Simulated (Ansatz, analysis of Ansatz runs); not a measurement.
## Reproducing a measured charge-transition level: Fe on the Ga site in GaP

Subject: Fe on the Ga site in GaP. Wanted: its charge-transition level, in one set-up (HSE06 on PBE structures, 32-site cell, PBE lattice, 420 eV, k: 2x2x2 shifted 0.5 0.5 0.5 then the zone centre alone). The model is a cell of 32 host atoms with 1 Ga taken out and 1 Fe put in. The level is the Fermi energy at which two charge states have equal formation energy, after a correction for the images of the charge. Exact exchange opens the gap, stiffens bonds and lessens the self-interaction error, at many times the cost.

**The experiment.** (0/-1) level above the valence-band top: 0.86 eV, by absorption of a p-i-n diode (quoted in “Electronic structure of transition-atom impurities in GaP”, 1985, V. A. Singh and Alex Zunger, quoting earlier work (1979)). (0/-1) level above the valence-band top: 0.82 eV, by thermal emission rates and capture cross sections (transition enthalpy) (quoted in “Electronic structure of transition-atom impurities in GaP”, 1985, V. A. Singh and Alex Zunger, quoting earlier work (1983)).

Main program and level: Ansatz 0.2.0; plane-wave PAW DFT, PBE; relaxation of all atoms of a defect supercell.

Most raw output is cut from this account.

In doubt: a hybrid run on one k-point (steps 4, 5), which bears on gaps, levels and energies; the hybrid run may have settled on a false gap or state (step 5), so the values of those runs are not to be relied on.

### 1. The structure

The cell holds 32 atoms: 15 Ga, 1 Fe and 16 P. Its edges and angles: a = 9.535 Å, b = 9.535 Å, c = 9.535 Å, α = 109.5°, β = 109.5°, γ = 109.5°. It derives from GaP (space group F-43m). Nearest the centre at fractional (0.250, 0.500, 0.250): Fe7 at 0.00 Å, P28 at 2.38 Å, P19 at 2.38 Å, P23 at 2.38 Å, P22 at 2.38 Å, Ga1 at 3.89 Å, Ga8 at 3.89 Å, Ga4 at 3.89 Å.

The host's primitive cell comes from a first run (plane-wave PAW DFT, PBE; relaxation of the host's cell and atoms): vectors of 3.893, 3.893 and 3.893 Å. That is 20.86 Å³ an atom, 3.0 % over the diffraction cell's volume. The supercell is built on it.

### 2. Relaxation, charge 0

Every later number rests on the structure around the defect, so the atoms are relaxed at the host's lattice first.

Input file relax0/input.yaml:

```yaml
relax:
  f_tol: 0.02
  max_steps: 80
  random_displacement: { amplitude: 0.05, seed: 25 }
crystal:
  lattice:
    - [-5.50512848, 5.50512848, -5.50512848]
    - [5.50512848, 5.50512848, 5.50512848]
    - [5.50512848, -5.50512848, -5.50512848]
  atoms:
    - { symbol: Ga, position: [0.0, 0.0, 0.0] }
    - { symbol: Ga, position: [0.0, 0.25, 0.75] }
    - { symbol: Ga, position: [0.0, 0.5, 0.5] }
    - { symbol: Ga, position: [0.0, 0.75, 0.25] }
    - { symbol: Ga, position: [0.25, 0.0, 0.75] }
    - { symbol: Ga, position: [0.25, 0.25, 0.5] }
    - { symbol: Fe, position: [0.25, 0.5, 0.25], spin: 5.0 }
    - { symbol: Ga, position: [0.25, 0.75, 0.0] }
    - { symbol: Ga, position: [0.5, 0.0, 0.5] }
    - { symbol: Ga, position: [0.5, 0.25, 0.25] }
    - { symbol: Ga, position: [0.5, 0.5, 0.0] }
    - { symbol: Ga, position: [0.5, 0.75, 0.75] }
    - { symbol: Ga, position: [0.75, 0.0, 0.25] }
    - { symbol: Ga, position: [0.75, 0.25, 0.0] }
    - { symbol: Ga, position: [0.75, 0.5, 0.75] }
    - { symbol: Ga, position: [0.75, 0.75, 0.5] }
    - { symbol: P, position: [0.0, 0.0, 0.75] }
    - { symbol: P, position: [0.0, 0.25, 0.5] }
    - { symbol: P, position: [0.0, 0.5, 0.25] }
    - { symbol: P, position: [0.0, 0.75, 0.0] }
    - { symbol: P, position: [0.25, 0.0, 0.5] }
    - { symbol: P, position: [0.25, 0.25, 0.25] }
    - { symbol: P, position: [0.25, 0.5, 0.0] }
    - { symbol: P, position: [0.25, 0.75, 0.75] }
    - { symbol: P, position: [0.5, 0.0, 0.25] }
    - { symbol: P, position: [0.5, 0.25, 0.0] }
    - { symbol: P, position: [0.5, 0.5, 0.75] }
    - { symbol: P, position: [0.5, 0.75, 0.5] }
    - { symbol: P, position: [0.75, 0.0, 0.0] }
    - { symbol: P, position: [0.75, 0.25, 0.75] }
    - { symbol: P, position: [0.75, 0.5, 0.5] }
    - { symbol: P, position: [0.75, 0.75, 0.25] }
  host:
    repeats: [1, 1, 1]
    atoms:
      - { symbol: Ga, position: [0.0, 0.0, 0.0] }
      - { symbol: Ga, position: [0.0, 0.25, 0.75] }
      # ... 30 more atoms of the perfect host
basis:
  ecutwfc: 420
  xc_grid: 2
hamiltonian:
  xc: pbe
kpoints:
  mp_grid: { grid: [2, 2, 2], shift: [0.5, 0.5, 0.5] }
magnetization:
  spin_polarized: true
  initial_magnetization: 5
  spin_locking: { lock_magnetization: hard }
scf:
  occupations: { method: fermi_dirac, width: 0.01 }
  max_iter: 120
output:
  forces: true
  charged_corrections:
    epsilon: 10.62
    static_epsilon: 12.85
    defect_position: [0.25, 0.5, 0.25]
checkpoint:
  write: "../relax0.run"
  compress: false
  write_wavefunctions: true
  write_every: 100000
```

Run with:

```sh
ansatz run input.yaml --threads 4 --pin off --max-ram 7536MiB --backend cpu --events-out ev --progress --plain --runs-dir out
```

It took 3.9 min on 4 threads of Arm Neoverse V1, shared host; peak memory 2.9 GiB; 15 min of CPU time.

Relaxation path:

| step | energy less that of the first step (eV) | largest force component (eV/Å) |
| --- | --- | --- |
| 1 | 0.0000 | 0.8859 |
| 2 | -0.4030 | 0.3048 |
| 3 | -0.4555 | 0.0060 |
| 4 | -0.4555 | 0.0060 |

The atoms that moved most (Å, from the sites as typed, ahead of the random displacement, the mean shift of all atoms taken out):

| atom | dx | dy | dz | length |
| --- | --- | --- | --- | --- |
| P23 | 0.029 | -0.030 | -0.029 | 0.051 |
| P28 | -0.029 | -0.028 | 0.029 | 0.050 |
| P19 | -0.028 | 0.029 | -0.029 | 0.050 |
| P22 | 0.028 | 0.029 | 0.029 | 0.049 |
| Ga12 | -0.006 | 0.006 | 0.006 | 0.011 |
| Ga8 | -0.005 | -0.006 | -0.007 | 0.010 |
| Ga14 | 0.004 | 0.007 | -0.007 | 0.010 |
| Ga6 | -0.006 | 0.006 | 0.006 | 0.010 |

The relaxed structure:

```xyz
32
Lattice="-5.5051 5.5051 -5.5051 5.5051 5.5051 5.5051 5.5051 -5.5051 -5.5051" Properties=species:S:1:pos:R:3 pbc="T T T"
Ga    0.0108    0.0029   -0.0065
Ga    5.5131   -2.7494   -2.7596
Ga    5.5050    0.0034    0.0023
Ga    5.5032    2.7461    2.7457
Ga    2.7579   -2.7555   -5.5089
Ga    2.7504    0.0038   -2.7493
Fe    2.7572    2.7498   -0.0030
Ga    2.7511    5.4974    2.7433
Ga   -0.0002   -0.0089   -5.5108
Ga    0.0077    2.7471   -2.7491
Ga    0.0099    5.4979    0.0033
Ga    5.5028    2.7562   -2.7487
Ga   -2.7476    2.7499   -5.5080
Ga   -2.7444    5.5099   -2.7615
Ga    2.7570    2.7499   -5.5082
Ga    2.7610    5.4977   -2.7501
P     4.1355   -4.1313   -4.1316
P     4.1324   -1.3750   -1.3783
P     4.1051    1.4033    1.3448
P     4.1324    4.1277    4.1241
P     1.3790   -1.3802   -4.1312
P     1.4080    1.4037   -1.3502
P     1.4090    4.0963    1.3447
P     6.8831    1.3745   -1.3796
P    -1.3719    1.3717   -4.1314
P    -1.3704    4.1285   -1.3787
P     4.1325    1.3744   -4.1282
P     4.1038    4.0990   -1.3494
P    -4.1241    4.1284   -4.1313
P     1.3796    1.3743   -6.8861
P     1.3803    4.1261   -4.1290
P     1.3804    6.8769   -1.3786
```

Neighbours of Fe7 at the end:

```
atom  distance (Å)
 P28         2.334
 P19         2.334
 P23         2.334
 P22         2.334
Ga12         3.883
Ga14         3.883
 Ga6         3.884
 Ga1         3.884
 Ga8         3.885
 Ga9         3.885
 Ga3         3.885
 Ga4         3.885
Ga16         3.886
Ga11         3.886
Ga10         3.886
 Ga2         3.887
```

Numbers from this step:

```yaml
free_energy: -73328.5554 eV
total_moment: 5 μB
integral_of_the_absolute_spin_density: 5.013 μB
spin_contamination: 0.02591
```

The relaxation ends 14 meV an atom lower than the displaced start, with a largest force component of 0.0060 eV/Å.

### 3. Relaxation, charge −1

The input displaces the atoms at random before the relaxation, so that it can leave a symmetric saddle if there is one.

Input file relax1/input.yaml:

```yaml
relax:
  f_tol: 0.02
  max_steps: 80
  random_displacement: { amplitude: 0.05, seed: 25 }
crystal:
  lattice:
    - [-5.50512848, 5.50512848, -5.50512848]
    - [5.50512848, 5.50512848, 5.50512848]
    - [5.50512848, -5.50512848, -5.50512848]
  atoms:
    - { symbol: Ga, position: [0.0, 0.0, 0.0] }
    - { symbol: Ga, position: [0.0, 0.25, 0.75] }
[... 1 atom line left out ...]
    - { symbol: Ga, position: [0.0, 0.75, 0.25] }
[... 2 atom lines left out ...]
    - { symbol: Fe, position: [0.25, 0.5, 0.25], spin: 4.0 }
    - { symbol: Ga, position: [0.25, 0.75, 0.0] }
    - { symbol: Ga, position: [0.5, 0.0, 0.5] }
[... 2 atom lines left out ...]
    - { symbol: Ga, position: [0.5, 0.75, 0.75] }
[... 1 atom line left out ...]
    - { symbol: Ga, position: [0.75, 0.25, 0.0] }
[... 4 atom lines left out ...]
    - { symbol: P, position: [0.0, 0.5, 0.25] }
[... 2 atom lines left out ...]
    - { symbol: P, position: [0.25, 0.25, 0.25] }
    - { symbol: P, position: [0.25, 0.5, 0.0] }
[... 4 atom lines left out ...]
    - { symbol: P, position: [0.5, 0.75, 0.5] }
[... 3 atom lines left out ...]
    - { symbol: P, position: [0.75, 0.75, 0.25] }
  host:
    repeats: [1, 1, 1]
    atoms:
      - { symbol: Ga, position: [0.0, 0.0, 0.0] }
      - { symbol: Ga, position: [0.0, 0.25, 0.75] }
      # ... 30 more atoms of the perfect host
total_charge: -1
basis:
  ecutwfc: 420
  xc_grid: 2
hamiltonian:
  xc: pbe
kpoints:
  mp_grid: { grid: [2, 2, 2], shift: [0.5, 0.5, 0.5] }
magnetization:
  spin_polarized: true
  initial_magnetization: 4
  spin_locking: { lock_magnetization: hard }
scf:
  occupations: { method: fermi_dirac, width: 0.01 }
  max_iter: 120
output:
  forces: true
  charged_corrections:
    epsilon: 10.62
    static_epsilon: 12.85
    defect_position: [0.25, 0.5, 0.25]
checkpoint:
  write: "../relax1.run"
  compress: false
  write_wavefunctions: true
  write_every: 100000
```

The job ended after 7 min (4 threads; peak memory 2.9 GiB; 27 min of CPU time).

Step by step:

```
step  energy less that of the first step (eV)  largest force component (eV/Å)
   1                                   0.0000                          0.8818
   2                                  -0.4818                          0.3233
   3                                  -0.5423                          0.0270
   4                                  -0.5427                          0.0044
```

The atoms that moved most (Å, from the sites as typed, ahead of the random displacement, the mean shift of all atoms taken out):

```
atom      dx      dy      dz  length
 P23   0.042  -0.042  -0.033   0.068
 P22   0.042   0.041   0.032   0.067
 P28  -0.042  -0.040   0.033   0.066
 P19  -0.041   0.040  -0.033   0.066
Ga11   0.019  -0.018   0.022   0.034
 Ga1   0.019   0.018  -0.021   0.034
Ga12  -0.015   0.028   0.012   0.034
 Ga3  -0.018   0.018   0.022   0.034
```

Final coordinates:

```xyz
32
Lattice="-5.5051 5.5051 -5.5051 5.5051 5.5051 5.5051 5.5051 -5.5051 -5.5051" Properties=species:S:1:pos:R:3 pbc="T T T"
Ga    0.0233    0.0164   -0.0236
Ga    5.5227   -2.7260   -2.7663
Ga    5.4912    0.0161    0.0198
Ga    5.4941    2.7225    2.7394
Ga    2.7567   -2.7548   -5.5080
Ga    2.7276    0.0113   -2.7447
Fe    2.7571    2.7503   -0.0028
Ga    2.7278    5.4897    2.7388
Ga   -0.0140   -0.0205   -5.5288
Ga    0.0180    2.7228   -2.7431
Ga    0.0233    5.4849    0.0196
Ga    5.4941    2.7787   -2.7433
Ga   -2.7478    2.7504   -5.5078
Ga   -2.7207    5.5163   -2.7662
Ga    2.7568    2.7503   -5.5082
Ga    2.7847    5.4899   -2.7446
P     4.1403   -4.1258   -4.1340
P     4.1279   -1.3707   -1.3766
P     4.0914    1.4147    1.3413
P     4.1343    4.1296    4.1228
P     1.3726   -1.3841   -4.1335
P     1.4219    1.4153   -1.3464
P     1.4221    4.0852    1.3409
P     6.8778    1.3792   -1.3761
P    -1.3767    1.3669   -4.1332
P    -1.3649    4.1224   -1.3759
P     4.1342    1.3724   -4.1275
P     4.0910    4.0868   -1.3462
P    -4.1201    4.1333   -4.1332
P     1.3783    1.3724   -6.8879
P     1.3791    4.1283   -4.1276
P     1.3852    6.8723   -1.3765
```

Neighbours of Fe7 at the end:

```
atom  distance (Å)
 P23         2.317
 P28         2.317
 P22         2.317
 P19         2.317
 Ga1         3.866
 Ga3         3.867
 Ga9         3.867
Ga11         3.867
Ga12         3.873
 Ga4         3.874
Ga10         3.875
Ga14         3.876
 Ga6         3.876
 Ga8         3.876
 Ga2         3.876
Ga16         3.876
```

Numbers from this step:

```
free energy                           : -73321.5158 eV
smearing term TS                      : 0.001529 eV
total moment                          : 4 μB
integral of the absolute spin density : 4.047 μB
spin contamination                    : 0.04855
```

The relaxation ends 17 meV an atom lower than the displaced start, with a largest force component of 0.0044 eV/Å.

### 4. Single point, charge 0

The relaxed structure is kept, and the final numbers are taken at the final level and k-points.

This step: plane-wave PAW DFT, HSE06; single point of a defect supercell on the structure relaxed with PBE.

Input file point0/input.yaml:

```yaml
crystal:
  lattice:
    - [-5.50512848, 5.50512848, -5.50512848]
    - [5.50512848, 5.50512848, 5.50512848]
    - [5.50512848, -5.50512848, -5.50512848]
  atoms:
    - { symbol: Ga, position: [0.000849988, 0.001236138, 0.001567495] }
    - { symbol: Ga, position: [0.000927326, 0.251007484, 0.75136515] }
[... 4 atom lines left out ...]
    - { symbol: Fe, position: [0.25002293, 0.50016582, 0.25069032], spin: 5.0 }
    - { symbol: Ga, position: [0.250142002, 0.749164424, 0.000714097] }
[... 1 atom line left out ...]
    - { symbol: Ga, position: [0.499189923, 0.250209037, 0.250384807] }
    - { symbol: Ga, position: [0.499042032, 0.500242203, 0.000594834] }
[... 2 atom lines left out ...]
    - { symbol: Ga, position: [0.751247522, 0.251170916, 0.001550814] }
[... 1 atom line left out ...]
    - { symbol: Ga, position: [0.749099048, 0.75008622, 0.50053868] }
[... 2 atom lines left out ...]
    - { symbol: P, position: [0.005314983, 0.500297654, 0.250702048] }
[... 2 atom lines left out ...]
    - { symbol: P, position: [0.250121846, 0.25536858, 0.250507911] }
    - { symbol: P, position: [0.249920367, 0.500016696, 0.005841388] }
[... 4 atom lines left out ...]
    - { symbol: P, position: [0.494844418, 0.745007375, 0.495278861] }
[... 3 atom lines left out ...]
    - { symbol: P, position: [0.749797394, 0.749964378, 0.250582182] }
  host:
    repeats: [1, 1, 1]
    atoms:
      - { symbol: Ga, position: [0.0, 0.0, 0.0] }
      - { symbol: Ga, position: [0.0, 0.25, 0.75] }
      # ... 30 more atoms of the perfect host
basis:
  ecutwfc: 420
  xc_grid: 2
hamiltonian:
  xc: hse06
kpoints:
  mp_grid: { grid: [1, 1, 1] }
magnetization:
  spin_polarized: true
  initial_magnetization: 5
  spin_locking: { lock_magnetization: hard }
scf:
  occupations: { method: fermi_dirac, width: 0.01 }
  max_iter: 120
output:
  forces: true
  charged_corrections:
    epsilon: 10.62
    static_epsilon: 12.85
    defect_position: [0.25, 0.5, 0.25]
  eigenvalues: true
checkpoint:
  read: "../relax0.run"
  write: "../point0.run"
  compress: false
  write_wavefunctions: true
  write_every: 100000
```

Elapsed: 2.7 min, on 4 threads; peak memory 1.7 GiB; 9.8 min of CPU time.

Numbers from this step:

```
free energy                           : -73341.4325 eV
total moment                          : 5 μB
integral of the absolute spin density : 5.169 μB
spin contamination                    : 0.06014
```

### 5. Single point, charge −1

This step: plane-wave PAW DFT, HSE06; single point of a defect supercell on the structure relaxed with PBE.

Input file point1/input.yaml:

```yaml
crystal:
  lattice:
    - [-5.50512848, 5.50512848, -5.50512848]
    - [5.50512848, 5.50512848, 5.50512848]
    - [5.50512848, -5.50512848, -5.50512848]
  atoms:
    - { symbol: Ga, position: [0.003628803, 0.003603677, 0.004258469] }
    - { symbol: Ga, position: [0.003663212, 0.254011715, 0.752842557] }
    - { symbol: Ga, position: [-0.000337167, 0.500191349, 0.496934777] }
[... 3 atom lines left out ...]
    - { symbol: Fe, position: [0.250042415, 0.500207393, 0.250665087], spin: 4.0 }
    - { symbol: Ga, position: [0.24984908, 0.746352158, -0.001001158] }
    - { symbol: Ga, position: [0.500283526, -0.003134517, 0.50088156] }
    - { symbol: Ga, position: [0.49643318, 0.248923644, 0.250772073] }
    - { symbol: Ga, position: [0.496384854, 0.500278615, 0.000335445] }
[... 7 atom lines left out ...]
    - { symbol: P, position: [0.006665509, 0.500091781, 0.249779236] }
[... 2 atom lines left out ...]
    - { symbol: P, position: [0.250825528, 0.257683238, 0.251425711] }
    - { symbol: P, position: [0.249253781, 0.50019604, 0.007372026] }
[... 4 atom lines left out ...]
    - { symbol: P, position: [0.493451195, 0.74274188, 0.493826837] }
[... 3 atom lines left out ...]
    - { symbol: P, position: [0.749200697, 0.749985537, 0.250832248] }
  host:
    repeats: [1, 1, 1]
    atoms:
      - { symbol: Ga, position: [0.0, 0.0, 0.0] }
      - { symbol: Ga, position: [0.0, 0.25, 0.75] }
      # ... 30 more atoms of the perfect host
total_charge: -1
basis:
  ecutwfc: 420
  xc_grid: 2
hamiltonian:
  xc: hse06
kpoints:
  mp_grid: { grid: [1, 1, 1] }
magnetization:
  spin_polarized: true
  initial_magnetization: 4
  spin_locking: { lock_magnetization: hard }
scf:
  occupations: { method: fermi_dirac, width: 0.01 }
  max_iter: 120
output:
  forces: true
  charged_corrections:
    epsilon: 10.62
    static_epsilon: 12.85
    defect_position: [0.25, 0.5, 0.25]
  eigenvalues: true
checkpoint:
  read: "../relax1.run"
  write: "../point1.run"
  compress: false
  write_wavefunctions: true
  write_every: 100000
```

Elapsed: 4.1 min, on 4 threads; peak memory 1.8 GiB; 15 min of CPU time.

This step gave:

```
free energy                           : -73334.2481 eV
total moment                          : 4 μB
integral of the absolute spin density : 4.251 μB
spin contamination                    : 0.07570
```

### 6. Charge-transition levels

A charged cell feels its images and has its own zero of potential; this step corrects both and places the level between the host's band edges.

This step: place-levels on HSE06 runs: charge-transition levels with image-charge correction and potential alignment at the atomic sites.

Input file levels.yaml:

```yaml
host:
  run: host.point.run
states: [point0.run, point1.run]
geometry_from:
  point0.run: relax0.run
  point1.run: relax1.run
```

Run with:

```sh
ansatz place-levels levels.yaml -- --threads 4 --pin off --max-ram 7536MiB
```

Run time: 0.9 s. Hardware: 4 threads.

Read from the output:

| Item | Value |
| --- | --- |
| gap | 2.388 eV |

### 7. What came out

```yaml
static_dielectric_constant_used: 12.8
band_gap_of_the_host: 2.39 eV
0_minus_1_level_above_the_valence_band_top: 1.07 eV
time_of_the_whole_chain: 19 min on 4 threads
```

(0/-1) level above the valence-band top: computed 1.07 eV, measured 0.86 eV and 0.82 eV; 0.21 eV above the nearest measurement. The level is counted in a gap of 2.39 eV, and the correction is screened by a dielectric constant of 12.8 from a linear-response run on the host (PBE). The total moment is locked at the high-spin value, which doesn't force the spin onto the d shell; spin-orbit coupling, which lowers the gap of these hosts' heavier members, is left out. Limits: the total moment of each charge state is locked at an assumed value; the band edges were read at the supercell's own k-points, which can miss the true edges by tenths of an eV; the zone centre alone is a coarse sampling for this cell; the structure comes from another functional than the final numbers.

[Logs are printed without paths, hosts, clocks, repeated set-up lines and the standing remarks that a program may print on its own settings, such as how far it seeks lower states.]

[Hosts, paths, dates, database ids (printed as entryN), source tags and the programs' standing remarks are cut or masked in the printed files.]

[For some hosts the program warned that the k-mesh of the response run may be too coarse for force constants and the static dielectric constant; such warnings are not shown here.]
